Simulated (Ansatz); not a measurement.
# Computed properties of O

```
CELL_PARAMETERS angstrom
2.67595 0.00000 0.00000
-1.33797 2.31744 0.00000
0.00000 0.00000 2.62922
ATOMIC_POSITIONS crystal
O 0.33333 0.66667 0.25000
O 0.66667 0.33333 0.75000
```

Atom numbers follow the list: O1, O2.

The cell was built from the hcp type and relaxed in the same program, and has space group P6_3/mmc; it needn't be a known or the stable phase.

This is a hypothetical arrangement without O2 molecules, not solid oxygen as it is known.

All numbers below come from Ansatz 0.2.0, DFT, PBE, all-electron LAPW, scalar-relativistic.

Sampling and basis: a Γ-centred 15×15×8 k mesh, Fermi–Dirac smearing of 0.08 eV, basis error target 1 meV/atom, no spin polarisation; the mesh is coarse along some axis.

* Band gap: none: bands cross the Fermi level, a metal
* Density of states at the Fermi level (0.2 eV bin): 0.89 states/eV per cell
* Volume per atom: 55.0 bohr³
* Pressure at this cell: -0.5 kbar
